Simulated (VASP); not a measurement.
Os, 2 atoms in the cell. The structure is hexagonal, space group P6_3/mmc (No. 194). The conventional cell has a = 2.734 Å, b = 2.734 Å, c = 4.320 Å, α = 90.00°, β = 90.00°, γ = 120.00°. Os (site symmetry -6m2) is surrounded by 12 Os at 2.68 to 2.73 Å. 

```yaml
Program: VASP 6.6.1
Task: relaxation of cell and atoms
Functional: RPBE
Potentials_or_basis: VASP PAW PBE potentials, release 64 (Os)
Cutoff: 600 eV
k_mesh: 11 × 11 × 6
Occupations: fermi-dirac, width 0.05 eV
Spin: no spin polarisation
Further_INCAR_settings: ALGO = Fast; EDIFF = 1e-06; IBRION = 2; EDIFFG = -0.01; NSW = 40; ISIF = 3
```

Potentials or basis: VASP PAW PBE potentials, release 64 (Os).

Run with:

```bash
$ cat potpaw_PBE.64/Os/POTCAR > POTCAR
$ mpirun -np 1 vasp_std > vasp.out
```

Hardware: 1 thread of Intel(R) Xeon(R) Platinum 8559C (Emerald Rapids), with other jobs on the host.

**Question.** How long does it take, and how much memory?

**Answer.** Wall time 100 s on 1 thread of Intel(R) Xeon(R) Platinum 8559C (Emerald Rapids), on a shared host, peak memory 0.18 GiB. Counts: scf iterations 67, k points 64, ion steps 8.
